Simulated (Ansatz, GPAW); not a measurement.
CaSe: PBE in single-zeta orbitals, run from Python

These are simulated results from GPAW 26.7.0, not measurements. The cell began as a measured structure and was relaxed with r2SCAN in plane waves (Ansatz 0.2.0). All runs are without spin polarisation.

Space group Fm-3m (No. 225), cubic; a = 5.935 Å in the conventional setting, 26.13 Å³ an atom. Ca is surrounded by 6 Se at 2.97 Å; Se is surrounded by 6 Ca at 2.97 Å.

The basis is minimal: single zeta, one radial function for each shell that the log's basis lists. It describes the filled bands fairly and the empty ones poorly.

Input script:

```python
import json
from ase import Atoms
from gpaw import GPAW, PW, FermiDirac

atoms = Atoms(['Ca', 'Se'],
              cell=[[0.0, 2.96753059, 2.96753059], [2.96753059, 0.0, 2.96753059], [2.96753059, 2.96753059, 0.0]],
              scaled_positions=[[0.0, 0.0, 0.0], [0.5, 0.5, 0.5]],
              pbc=True)
calc = GPAW(mode='lcao', basis='sz(dzp)', h=0.2, xc='PBE', kpts={'size': (6, 6, 6), 'gamma': True},
            occupations=FermiDirac(0.02), maxiter=100, legacy_gpaw=True, txt='gpaw.txt')
atoms.calc = calc
res = {'energy': atoms.get_potential_energy(force_consistent=True)}
res['electrons'] = calc.get_number_of_electrons()
res['k'] = calc.get_ibz_k_points().tolist()
res['levels'] = [calc.get_eigenvalues(kpt=i).tolist() for i in range(len(res['k']))]
points = [[0.0, 0.0, 0.0], [0.5, 0.0, 0.5], [0.625, 0.25, 0.625], [0.375, 0.375, 0.75], [0.5, 0.5, 0.5], [0.5, 0.25, 0.75], [0.0, 0.5, 0.5]]
bands = calc.fixed_density(kpts=points, symmetry='off', txt='bands.txt')
res['points'] = [bands.get_eigenvalues(kpt=i).tolist() for i in range(len(points))]
json.dump(res, open('results.json', 'w'))
print('free energy (eV):', round(res['energy'], 5))
```

Command: `python run.py`. It took 11 s on 1 thread of Arm Neoverse V1, with other jobs on the host, peak memory 0.14 GiB.

The log gpaw.txt, trimmed of paths, versions and times, then the last line on the terminal. An iter line gives the energy in eV and the logarithms of the changes of orbitals (plane waves alone) and density (c: converged):

```
___ ___ ___ _ _ _
 |   |   |_  | | | |

 | | | | | . | | | |

 |__ |  _|___|_____|  26.7.0
 |___|_|

Input parameters:
  basis: sz(dzp)
  h: 0.2
  kpts: {gamma: True,
         size: (6, 6, 6)}
  maxiter: 100
  mode: lcao
  occupations: {fixmagmom: False,
                name: fermi-dirac,
                width: 0.02}
  xc: PBE

System changes: positions, numbers, cell, pbc, initial_charges, initial_magmoms

Initialize ...

species:
  Ca:
    name:    Calcium
    Z:       20.0
    valence: 10
    core:    10
    charge:  0.0  # [|e|]
    compensation charges:
      type: gauss
      rc: 0.37  # [Å]
      lmax: 2
    cutoffs:
      filter: 2.10  # [Å]
      core: 1.17  # [Å]
    projectors
    | kind |    occ | energy [eV] | rcut [Å] |

    |------|--------|-------------|----------|

    |   3s |  2.000 |     -47.086 |    1.175 |

    |   4s |  2.000 |      -3.766 |    1.175 |

    |   3p |  6.000 |     -28.008 |    1.154 |

    |    p |        |      -0.797 |    1.154 |

    |    d |        |       0.000 |    0.937 |

    LCAO basis set for Ca:
      Name: sz(dzp)
      Number of radial functions: 5
      Number of spherical harmonics: 13
        l=0, rc=3.8906 Bohr: 3s-sz confined orbital
        l=0, rc=10.7812 Bohr: 4s-sz confined orbital
        l=1, rc=4.4531 Bohr: 3p-sz confined orbital
        l=1, rc=13.9219 Bohr: 4p-sz confined orbital
        l=2, rc=8.8594 Bohr: 3d-sz confined orbital
      Number of RI-basis functions 0

  Se:
    name:    Selenium
    Z:       34.0
    valence: 6
    core:    28
    charge:  0.0  # [|e|]
    compensation charges:
      type: gauss
      rc: 0.27  # [Å]
      lmax: 2
    cutoffs:
      filter: 1.77  # [Å]
      core: 2.67  # [Å]
    projectors
    | kind |    occ | energy [eV] | rcut [Å] |

    |------|--------|-------------|----------|

    |   4s |  2.000 |     -17.277 |    0.847 |

    |   4p |  4.000 |      -6.512 |    1.005 |

    |    s |        |       9.935 |    0.847 |

    |    p |        |      20.699 |    1.005 |

    |    d |        |       0.000 |    0.847 |

    LCAO basis set for Se:
      Name: sz(dzp)
      Number of radial functions: 2
      Number of spherical harmonics: 4
        l=0, rc=5.7344 Bohr: 4s-sz confined orbital
        l=1, rc=7.2656 Bohr: 4p-sz confined orbital
      Number of RI-basis functions 0

Reference energy: -84614.401363  # eV

Spin-paired calculation

Convergence criteria:
 Maximum [total energy] change in last 3 cyles: 0.0005 eV / valence electron
 Maximum integral of absolute [dens]ity change: 0.0001 electrons / valence electron
 Maximum integral of absolute [eigenst]ate change: 4e-08 eV^2 / valence electron
 Maximum number of scf [iter]ations: 100
 (Square brackets indicate name in SCF output, whereas a 'c' in
 the SCF output indicates the quantity has converged.)

Symmetries present (total): 48

  ( 1  0  0)  ( 1  0  0)  ( 1  0  0)  ( 1  0  0)  ( 1  0 -1)  ( 1  0 -1)
  ( 1  0 -1)  ( 1 -1  0)  ( 0  1  0)  ( 0  0  1)  ( 1  0  0)  ( 1 -1  0)
  ( 1 -1  0)  ( 1  0 -1)  ( 0  0  1)  ( 0  1  0)  ( 1 -1  0)  ( 1  0  0)

  ( 1  0 -1)  ( 1  0 -1)  ( 1 -1  0)  ( 1 -1  0)  ( 1 -1  0)  ( 1 -1  0)
  ( 0  1 -1)  ( 0  0 -1)  ( 1  0  0)  ( 1  0 -1)  ( 0 -1  1)  ( 0 -1  0)
  ( 0  0 -1)  ( 0  1 -1)  ( 1  0 -1)  ( 1  0  0)  ( 0 -1  0)  ( 0 -1  1)

  ( 0  1  0)  ( 0  1  0)  ( 0  1  0)  ( 0  1  0)  ( 0  1 -1)  ( 0  1 -1)
  ( 1  0  0)  ( 0  1 -1)  ( 0  0  1)  (-1  1  0)  ( 1  0 -1)  ( 0  1  0)
  ( 0  0  1)  (-1  1  0)  ( 1  0  0)  ( 0  1 -1)  ( 0  0 -1)  (-1  1  0)

  ( 0  1 -1)  ( 0  1 -1)  ( 0  0  1)  ( 0  0  1)  ( 0  0  1)  ( 0  0  1)
  ( 0  0 -1)  (-1  1  0)  ( 1  0  0)  ( 0  1  0)  ( 0 -1  1)  (-1  0  1)
  ( 1  0 -1)  ( 0  1  0)  ( 0  1  0)  ( 1  0  0)  (-1  0  1)  ( 0 -1  1)

  ( 0  0 -1)  ( 0  0 -1)  ( 0  0 -1)  ( 0  0 -1)  ( 0 -1  1)  ( 0 -1  1)
  ( 1  0 -1)  ( 0  1 -1)  ( 0 -1  0)  (-1  0  0)  ( 1 -1  0)  ( 0  0  1)
  ( 0  1 -1)  ( 1  0 -1)  (-1  0  0)  ( 0 -1  0)  ( 0 -1  0)  (-1  0  1)

  ( 0 -1  1)  ( 0 -1  1)  ( 0 -1  0)  ( 0 -1  0)  ( 0 -1  0)  ( 0 -1  0)
  ( 0 -1  0)  (-1  0  1)  ( 1 -1  0)  ( 0  0 -1)  ( 0 -1  1)  (-1  0  0)
  ( 1 -1  0)  ( 0  0  1)  ( 0 -1  1)  (-1  0  0)  ( 1 -1  0)  ( 0  0 -1)

  (-1  1  0)  (-1  1  0)  (-1  1  0)  (-1  1  0)  (-1  0  1)  (-1  0  1)
  ( 0  1  0)  ( 0  1 -1)  (-1  0  1)  (-1  0  0)  ( 0  0  1)  ( 0 -1  1)
  ( 0  1 -1)  ( 0  1  0)  (-1  0  0)  (-1  0  1)  ( 0 -1  1)  ( 0  0  1)

  (-1  0  1)  (-1  0  1)  (-1  0  0)  (-1  0  0)  (-1  0  0)  (-1  0  0)
  (-1  1  0)  (-1  0  0)  ( 0  0 -1)  ( 0 -1  0)  (-1  1  0)  (-1  0  1)
  (-1  0  0)  (-1  1  0)  ( 0 -1  0)  ( 0  0 -1)  (-1  0  1)  (-1  1  0)

216 k-points: 6 x 6 x 6 Monkhorst-Pack grid + [1/12,1/12,1/12]
16 k-points in the irreducible part of the Brillouin zone
       k-points in crystal coordinates                weights
   0:     0.00000000    0.00000000    0.00000000          1/216
   1:     0.16666667    0.16666667    0.00000000          6/216
   2:     0.16666667    0.16666667    0.16666667          8/216
   3:     0.33333333    0.16666667    0.16666667         12/216
   4:     0.33333333    0.33333333   -0.33333333         12/216
   5:     0.33333333    0.33333333    0.00000000          6/216
   6:     0.33333333    0.33333333    0.16666667         24/216
   7:     0.33333333    0.33333333    0.33333333          8/216
   8:     0.50000000    0.33333333   -0.33333333         24/216
   9:     0.50000000    0.33333333   -0.16666667         12/216
          ...
  15:     0.50000000    0.50000000    0.50000000          4/216

Wave functions: LCAO
  Diagonalizer: Serial LAPACK
  Atomic Correction: dense with blas
  Data-type: complex

Occupation numbers: Fermi-Dirac:
  width: 0.0200  # eV

Eigensolver
   LCAO using direct dense diagonalizer

Densities:
  Coarse grid: 16*16*16 grid
  Fine grid: 32*32*32 grid
  Total Charge: 0.000000

Density mixing:
  Method: separate
  Backend: msr1
  Linear mixing parameter: 0.05
  old densities: 10
  Width of damping distribution: 1.1
  Damping of long wavelength oscillations: 20

Hamiltonian:
  XC and Coulomb potentials evaluated on a 32*32*32 grid
  Using the PBE Exchange-Correlation functional
  Interpolation: tri-quintic (5. degree polynomial)
  Poisson solver: FastPoissonSolver using
    Stencil: 12*3+1=37 point O(h^6) finite-difference Laplacian
    FFT axes: [np.int64(0), np.int64(1), np.int64(2)]
    FST axes: []

XC parameters: PBE with 2 nearest neighbor stencil

Memory estimate:
  Process memory now: 110.16 MiB
  Calculator: 11.68 MiB
    Density: 5.29 MiB
      Arrays: 0.81 MiB
      Localized functions: 3.86 MiB
      Mixer: 0.62 MiB
    Hamiltonian: 0.83 MiB
      Arrays: 0.53 MiB
      XC: 0.00 MiB
      Poisson: 0.00 MiB
      vbar: 0.30 MiB
    Wavefunctions: 5.56 MiB
      C [qnM]: 0.04 MiB
      S, T [2 x qmm]: 0.14 MiB
      P [aqMi]: 0.01 MiB
      BasisFunctions: 5.38 MiB
      Eigensolver: 0.00 MiB

Total number of cores used: 1

Number of atoms: 2
Number of atomic orbitals: 17
Number of bands in calculation: 9
Number of valence electrons: 16
Bands to converge: occupied
Positions:
   0 Ca     0.000000    0.000000    0.000000    ( 0.0000,  0.0000,  0.0000)
   1 Se     2.967531    2.967531    2.967531    ( 0.0000,  0.0000,  0.0000)

Unit cell:
           periodic     x           y           z      points  spacing
  1. axis:    yes    0.000000    2.967531    2.967531    16     0.2142
  2. axis:    yes    2.967531    0.000000    2.967531    16     0.2142
  3. axis:    yes    2.967531    2.967531    0.000000    16     0.2142

  Lengths:   4.196722   4.196722   4.196722
  Angles:   60.000000  60.000000  60.000000

Effective grid spacing dv^(1/3) = 0.2337

iter:   1    -8.885419        c
iter:   2    -8.887169        c -1.36
iter:   3    -8.910784        c -1.39
iter:   4    -8.911705        c -2.19
iter:   5    -8.911707c       c -3.76
iter:   6    -8.911708c       c -4.17c

Converged after 6 iterations.

Energy contributions relative to reference atoms: (reference = -84614.401363)

Kinetic:        +12.615686
Potential:      -10.527131
External:        +0.000000
XC:             -11.074285
Entropy (-ST):   -0.000000
Local:           +0.074023
SIC:             +0.000000
--------------------------
Free energy:     -8.911708
Extrapolated:    -8.911708

Showing only first 2 kpts
 Kpt  Band  Eigenvalues  Occupancy
  0     6      4.49808    2.00000
  0     7      4.49808    2.00000
  0     8      7.74887    0.00000

  1     6      4.12773    2.00000
  1     7      4.13107    2.00000
  1     8      8.00964    0.00000

Fermi level: 5.56220

Gap: 2.506 eV
Transition (v -> c):
  (s=0, k=0, n=7, [0.00, 0.00, 0.00]) -> (s=0, k=12, n=8, [0.50, 0.50, 0.00])
Direct/indirect transitions are different
Direct gap: 3.251 eV
Transition at: (s=0, k=0, n=7, [0.00, 0.00, 0.00])

free energy (eV): -8.91171
```

The gap in the log is over the mesh alone; results.json adds the listed points. PBE in single-zeta orbitals gives a gap of 2.51 eV. On the same cell, plane-wave PBE (Ansatz, 8×8×8 k points and the special points) gives a gap of 2.06 eV and r2SCAN a gap of 2.52 eV; on shared hosts these took about 2.4 and 6.5 core-seconds on the 2-atom cell, against 11 for the script. Semilocal gaps usually lie below measured ones.

Spin-orbit coupling is left out.
